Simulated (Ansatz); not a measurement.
Crystal: BaTiO3.

```
CELL_PARAMETERS angstrom
3.99980 0.00000 0.00000
0.00000 3.99980 0.00000
0.00000 0.00000 4.01800
ATOMIC_POSITIONS crystal
Ba 0.00000 0.00000 0.00000
Ti 0.50000 0.50000 0.49000
O 0.00000 0.50000 0.51700
O 0.50000 0.00000 0.51700
O 0.50000 0.50000 0.01900
```

Base run:

```yaml
Program: Ansatz 0.2.0
Functional: PBE
Potentials_or_basis: Ansatz PAW
Cutoff: "420 eV (not typed: the program's choice for these potentials)"
k_mesh: 7 × 7 × 7
Occupations: fermi-dirac, width 0.05 eV
Spin: no spin polarisation
Hubbard_terms: Ti d U = 1 eV
```

Its results: band gap on the k mesh 2.03 eV, indirect (least direct gap 2.20 eV); pressure 2.7 GPa; largest force 0.264 eV/Å.

The run is repeated on the same cell with these changes: hubbard terms from Ti d U = 1 eV to Ti d U = 8 eV. What comes out?

Band gap on the k mesh 3.06 eV, indirect (least direct gap 3.26 eV); pressure 5.4 GPa; largest force 0.402 eV/Å.

Caveats: the k mesh misses the band edges, so the gap on the mesh is wider than the one along the path; spin-orbit coupling is left out, which moves the levels of the heavy elements.
